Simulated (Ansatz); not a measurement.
# HfO2 (P2_1/c) in Ansatz: further runs, part 2 of 2

Ansatz 0.2.0. The steps go on from the part before.

### 3 Single point, rPW86-PBE+rVV10, 11.07 Å³/atom (volume scaled by 0.96)

Contents of input.yaml:

```yaml
crystal:
  lattice:
    - [5.0488293586, 0.0, 0.0]
    - [0.0, 5.1156143815, 0.0]
    - [-0.8470580823, 0.0, 5.1434008384]
  atoms:
    - { symbol: Hf, position: [0.2755, 0.4603, 0.708] }
    - { symbol: Hf, position: [0.7245, 0.9603, 0.792] }
    - { symbol: Hf, position: [0.7245, 0.5397, 0.292] }
    - { symbol: Hf, position: [0.2755, 0.0397, 0.208] }
    - { symbol: O, position: [0.0742, 0.1684, 0.8467] }
    - { symbol: O, position: [0.9258, 0.6684, 0.6533] }
    - { symbol: O, position: [0.9258, 0.8316, 0.1533] }
    - { symbol: O, position: [0.0742, 0.3316, 0.3467] }
    - { symbol: O, position: [0.4487, 0.7419, 0.9801] }
    - { symbol: O, position: [0.5513, 0.2419, 0.5199] }
    - { symbol: O, position: [0.5513, 0.2581, 0.0199] }
    - { symbol: O, position: [0.4487, 0.7581, 0.4801] }
hamiltonian:
  xc: { exchange: rpw86, correlation: pbe }
  pseudopotentials: { kind: paw }
  dispersion: rvv10
kpoints:
  mp_grid: { grid: [5, 5, 5] }
scf:
  occupations: { method: fermi_dirac, width: 0.05 }
output:
  forces: true
  stress: true
  eigenvalues: true
```

Potentials or basis: Ansatz PAW.

Started as:

```bash
ansatz run input.yaml --threads 2 --pin off --max-ram 5120MiB --backend cpu --events-out ev --progress --plain --runs-dir out
```

It took 13 s on 2 threads of Intel Xeon at 2.60GHz (Ice Lake), shared host; peak memory 0.79 GiB.

The run converged. Its results:

* Free energy: -67744.7101 eV
* Pressure: 21.0 GPa
* Largest force: 0.692 eV/Å
* Band gap on the k mesh: 4.32 eV, indirect (least direct gap 4.36 eV)

Caveat: odd divisions of the mesh miss points on the zone boundary, where band edges often lie, so the gap on the mesh can be too wide; the pressure holds a Pulay correction of +0.9 GPa for the finite cutoff; spin-orbit coupling is left out, which moves the levels of the heavy elements; the PAW data sets come from PBE, with cores solved anew for the run's functional, which leaves a small shift of forces and pressure.

### 4 Single point, rPW86-PBE+rVV10, 11.30 Å³/atom (volume scaled by 0.98)

Changes to input.yaml since step 3:

```diff
@@ -2,5 +2,5 @@
   lattice:
-    - [5.0488293586, 0.0, 0.0]
-    - [0.0, 5.1156143815, 0.0]
-    - [-0.8470580823, 0.0, 5.1434008384]
+    - [5.0836499717, 0.0, 0.0]
+    - [0.0, 5.1508955956, 0.0]
+    - [-0.8529000468, 0.0, 5.1788736893]
   atoms:
@@ -30 +30,5 @@
   eigenvalues: true
+  write_density: true
+  write_potential: true
+  elf: true
+  volumetric_format: npy
```

Started as:

```bash
ansatz run input.yaml --threads 2 --pin off --max-ram 5120MiB --backend cpu --events-out ev --progress --plain --runs-dir out
```

It took 18 s on 2 threads of Intel Xeon at 2.60GHz (Ice Lake), shared host; peak memory 0.79 GiB.

The run converged. Its results:

```yaml
Free_energy: -67745.0187 eV
Pressure: 14.7 GPa
Largest_force: 0.614 eV/Å
Band_gap_on_the_k_mesh: 4.24 eV, indirect (least direct gap 4.29 eV)
```

Caveat: odd divisions of the mesh miss points on the zone boundary, where band edges often lie, so the gap on the mesh can be too wide; the pressure holds a Pulay correction of +0.8 GPa for the finite cutoff; spin-orbit coupling is left out, which moves the levels of the heavy elements; the PAW data sets come from PBE, with cores solved anew for the run's functional, which leaves a small shift of forces and pressure.

### 5 Single point, rPW86-PBE+rVV10, 11.53 Å³/atom

Changes to input.yaml since step 4:

```diff
@@ -2,5 +2,5 @@
   lattice:
-    - [5.0836499717, 0.0, 0.0]
-    - [0.0, 5.1508955956, 0.0]
-    - [-0.8529000468, 0.0, 5.1788736893]
+    - [5.118, 0.0, 0.0]
+    - [0.0, 5.1857, 0.0]
+    - [-0.8586630598, 0.0, 5.2138671406]
   atoms:
```

Started as:

```bash
ansatz run input.yaml --threads 2 --pin off --max-ram 5120MiB --backend cpu --events-out ev --progress --plain --runs-dir out
```

It took 18 s on 2 threads of Intel Xeon at 2.60GHz (Ice Lake), shared host; peak memory 0.79 GiB.

The run converged. Its results:

* Free energy: -67745.2234 eV
* Pressure: 9.1 GPa
* Largest force: 0.542 eV/Å
* Band gap on the k mesh: 4.17 eV, indirect (least direct gap 4.23 eV)

Caveat: odd divisions of the mesh miss points on the zone boundary, where band edges often lie, so the gap on the mesh can be too wide; the pressure holds a Pulay correction of +0.8 GPa for the finite cutoff; spin-orbit coupling is left out, which moves the levels of the heavy elements; the PAW data sets come from PBE, with cores solved anew for the run's functional, which leaves a small shift of forces and pressure.

### 6 Single point, rPW86-PBE+rVV10, 11.76 Å³/atom (volume scaled by 1.02)

Changes to input.yaml since step 5:

```diff
@@ -2,5 +2,5 @@
   lattice:
-    - [5.118, 0.0, 0.0]
-    - [0.0, 5.1857, 0.0]
-    - [-0.8586630598, 0.0, 5.2138671406]
+    - [5.1518950275, 0.0, 0.0]
+    - [0.0, 5.220043385, 0.0]
+    - [-0.8643497359, 0.0, 5.2483970684]
   atoms:
@@ -30,5 +30 @@
   eigenvalues: true
-  write_density: true
-  write_potential: true
-  elf: true
-  volumetric_format: npy
```

Potentials or basis: Ansatz PAW.

Started as:

```bash
ansatz run input.yaml --threads 2 --pin off --max-ram 5120MiB --backend cpu --events-out ev --progress --plain --runs-dir out
```

Run time: 14 s. Hardware: 2 threads of Intel Xeon at 2.60GHz (Ice Lake), shared host; peak memory 0.78 GiB.

Results (log left out):

```
Free energy            : -67745.3349 eV
Pressure               : 3.9 GPa
Largest force          : 0.479 eV/Å
Band gap on the k mesh : 4.10 eV, indirect (least direct gap 4.16 eV)
```

Caveat: odd divisions of the mesh miss points on the zone boundary, where band edges often lie, so the gap on the mesh can be too wide; the pressure holds a Pulay correction of +0.8 GPa for the finite cutoff; spin-orbit coupling is left out, which moves the levels of the heavy elements; the PAW data sets come from PBE, with cores solved anew for the run's functional, which leaves a small shift of forces and pressure.

### 7 Single point, rPW86-PBE+rVV10, 11.99 Å³/atom (volume scaled by 1.04)

Changes to input.yaml since step 6:

```diff
@@ -2,5 +2,5 @@
   lattice:
-    - [5.1518950275, 0.0, 0.0]
-    - [0.0, 5.220043385, 0.0]
-    - [-0.8643497359, 0.0, 5.2483970684]
+    - [5.1853498288, 0.0, 0.0]
+    - [0.0, 5.2539407204, 0.0]
+    - [-0.8699625537, 0.0, 5.2824785238]
   atoms:
```

Started as:

```bash
ansatz run input.yaml --threads 2 --pin off --max-ram 5120MiB --backend cpu --events-out ev --progress --plain --runs-dir out
```

It took 14 s on 2 threads of Intel Xeon at 2.60GHz (Ice Lake), shared host; peak memory 0.83 GiB.

It converged, with:

| Item | Value |
| --- | --- |
| Free energy | -67745.3621 eV |
| Pressure | -0.7 GPa |
| Largest force | 0.423 eV/Å |
| Band gap on the k mesh | 4.03 eV, indirect (least direct gap 4.09 eV) |

Caveat: odd divisions of the mesh miss points on the zone boundary, where band edges often lie, so the gap on the mesh can be too wide; the pressure holds a Pulay correction of +0.8 GPa for the finite cutoff; spin-orbit coupling is left out, which moves the levels of the heavy elements; the PAW data sets come from PBE, with cores solved anew for the run's functional, which leaves a small shift of forces and pressure.

### 8 Single point, rPW86-PBE+rVV10, 12.22 Å³/atom (volume scaled by 1.06)

Changes to input.yaml since step 7:

```diff
@@ -2,5 +2,5 @@
   lattice:
-    - [5.1853498288, 0.0, 0.0]
-    - [0.0, 5.2539407204, 0.0]
-    - [-0.8699625537, 0.0, 5.2824785238]
+    - [5.2183784252, 0.0, 0.0]
+    - [0.0, 5.2874062132, 0.0]
+    - [-0.8755038659, 0.0, 5.316125791]
   atoms:
```

Started as:

```bash
ansatz run input.yaml --threads 2 --pin off --max-ram 5120MiB --backend cpu --events-out ev --progress --plain --runs-dir out
```

Run time: 15 s. Hardware: 2 threads of Intel Xeon at 2.60GHz (Ice Lake), shared host; peak memory 0.81 GiB.

Results (log left out):

| Item | Value |
| --- | --- |
| Free energy | -67745.3127 eV |
| Pressure | -4.9 GPa |
| Largest force | 0.376 eV/Å |
| Band gap on the k mesh | 3.96 eV, indirect (least direct gap 4.03 eV) |

Caveat: odd divisions of the mesh miss points on the zone boundary, where band edges often lie, so the gap on the mesh can be too wide; the pressure holds a Pulay correction of +0.8 GPa for the finite cutoff; spin-orbit coupling is left out, which moves the levels of the heavy elements; the PAW data sets come from PBE, with cores solved anew for the run's functional, which leaves a small shift of forces and pressure.

### 9 Equation of state, rPW86-PBE+rVV10

Potentials or basis: Ansatz PAW.

This step only gathers the single runs of the series.

What came out:

```
Equilibrium volume                        : 11.96 Å³/atom
Bulk modulus at fixed shape and positions : 233 GPa
Pressure derivative of the bulk modulus   : 4.1
```

Energy against volume, from the lowest point:
| volume (Å³/atom) | energy (meV/atom) |
| --- | --- |
| 10.840 | 89.50 |
| 11.070 | 54.34 |
| 11.301 | 28.62 |
| 11.532 | 11.56 |
| 11.762 | 2.27 |
| 11.993 | 0.00 |
| 12.223 | 4.12 |

Caveat: the potentials were made for another functional, which shifts forces and pressure; the cell was scaled at fixed shape and fractional positions, which overstates the stiffness of a crystal with free parameters, most of all of layers and chains. The run has no spin-orbit coupling, so splittings on Hf are missing.

### 10 Band structure, PBE

Changes to input.yaml since step 8:

```diff
@@ -2,5 +2,5 @@
   lattice:
-    - [5.2183784252, 0.0, 0.0]
-    - [0.0, 5.2874062132, 0.0]
-    - [-0.8755038659, 0.0, 5.316125791]
+    - [5.118, 0.0, 0.0]
+    - [0.0, 5.1857, 0.0]
+    - [-0.8586630598, 0.0, 5.2138671406]
   atoms:
@@ -19,9 +19,15 @@
 hamiltonian:
-  xc: { exchange: rpw86, correlation: pbe }
-  pseudopotentials: { kind: paw }
-  dispersion: rvv10
+  xc: pbe
+  pseudopotentials: { kind: nc, accuracy: standard }
 kpoints:
   mp_grid: { grid: [5, 5, 5] }
+  band_path:
+    path:
+      - [[0.0, 0.0, 0.0], [0.0, 0.0, 0.5], [-0.4327310173, 0.0, 0.5726006525], [-0.5, 0.0, 0.5], [-0.5, 0.5, 0.5], [-0.5672689827, 0.5, 0.4273993475], [-0.5, 0.5, 0.0], [-0.5, 0.0, 0.0], [-0.5672689827, 0.0, 0.4273993475]]
+      - [[-0.4327310173, 0.5, 0.5726006525], [0.0, 0.5, 0.5], [0.0, 0.5, 0.0]]
+      - [[0.0, 0.0, 0.5], [0.0, 0.5, 0.5]]
+    npoints: 10
 scf:
   occupations: { method: fermi_dirac, width: 0.05 }
+  n_extra_bands: 30
 output:
@@ -30 +36,2 @@
   eigenvalues: true
+  fatbands: true
```

Potentials or basis: PseudoDojo standard (PBE files).

Started as:

```bash
ansatz run input.yaml --threads 2 --pin off --max-ram 5120MiB --backend cpu --events-out ev --progress --plain --runs-dir out
```

Wall time 2.3 min (2 threads of Intel Xeon at 2.60GHz (Ice Lake), shared host); peak memory 2.6 GiB.

It converged, with:

```
Free energy             : -9765.0606 eV
Pressure                : 3.5 GPa
Largest force           : 0.451 eV/Å
Band gap on the k mesh  : 4.21 eV, indirect (least direct gap 4.28 eV)
Band gap along the path : 4.16 eV, indirect (least direct gap 4.23 eV)
```

Forces on the atoms (eV/Å):
```
Hf   0.109 -0.022  0.053
Hf  -0.109 -0.022 -0.053
Hf  -0.109  0.022 -0.053
Hf   0.109  0.022  0.053
O   -0.395 -0.173 -0.132
O    0.395 -0.173  0.132
O    0.395  0.173  0.132
O   -0.395  0.173 -0.132
O   -0.120  0.025 -0.090
O    0.120  0.025  0.090
O    0.120 -0.025  0.090
O   -0.120 -0.025 -0.090
```

Stress tensor (GPa, compression positive):
```
3.43 0.00 0.37
0.00 2.78 0.00
0.37 0.00 4.21
```

Levels at the corners of the path, in eV from the valence-band top:
| point | band 44 | band 45 | band 46 | band 47 | band 48 | band 49 | band 50 | band 51 | band 52 | band 53 |
| --- | --- | --- | --- | --- | --- | --- | --- | --- | --- | --- |
| Γ | -0.98 | -0.53 | -0.52 | -0.17 | 0.00 | 4.60 | 5.16 | 5.33 | 5.55 | 5.73 |
| Y | -1.00 | -0.82 | -0.82 | -0.48 | -0.48 | 4.84 | 4.84 | 5.29 | 5.29 | 6.20 |
| H | -1.08 | -1.06 | -0.74 | -0.65 | -0.35 | 4.39 | 4.60 | 5.50 | 5.62 | 5.71 |
| C | -1.27 | -0.96 | -0.96 | -0.50 | -0.50 | 4.48 | 4.48 | 5.60 | 5.60 | 5.79 |
| E | -1.19 | -1.03 | -1.03 | -0.74 | -0.74 | 4.65 | 4.65 | 5.35 | 5.35 | 5.74 |
| M1 | -1.25 | -1.02 | -1.02 | -0.70 | -0.70 | 4.67 | 4.67 | 5.38 | 5.38 | 5.71 |
| A | -1.36 | -0.89 | -0.89 | -0.58 | -0.58 | 4.87 | 4.87 | 5.34 | 5.34 | 6.09 |
| X | -0.85 | -0.69 | -0.56 | -0.49 | -0.09 | 4.16 | 5.21 | 5.29 | 5.33 | 5.89 |
| H1 | -1.08 | -1.06 | -0.74 | -0.65 | -0.35 | 4.39 | 4.60 | 5.50 | 5.62 | 5.71 |
| M | -1.25 | -1.02 | -1.02 | -0.70 | -0.70 | 4.67 | 4.67 | 5.38 | 5.38 | 5.71 |
| D | -0.94 | -0.90 | -0.90 | -0.62 | -0.62 | 5.03 | 5.03 | 5.19 | 5.19 | 5.97 |
| Z | -1.07 | -0.79 | -0.79 | -0.43 | -0.43 | 5.14 | 5.14 | 5.64 | 5.64 | 5.98 |
| Y | -1.00 | -0.82 | -0.82 | -0.48 | -0.48 | 4.84 | 4.84 | 5.29 | 5.29 | 6.20 |
| D | -0.94 | -0.90 | -0.90 | -0.62 | -0.62 | 5.03 | 5.03 | 5.19 | 5.19 | 5.97 |

Caveat: the k mesh misses the band edges, so the gap on the mesh is wider than the one along the path; spin-orbit coupling is left out, which moves the levels of the heavy elements.

### 11 How close it comes

Step 10. A measured gap of HfO2 is 5.54 eV (indirect; quoted in “Temperature dependence of self-trapped exciton luminescence in nanostructured hafnia powder”, 2021, arxiv:2112.02602); the calculated 4.16 eV misses it by -1.38 eV. Spin-orbit coupling on Hf is left out. The value is that of PBE, without temperature or zero-point motion. Semilocal functionals fall short of measured gaps as a rule.
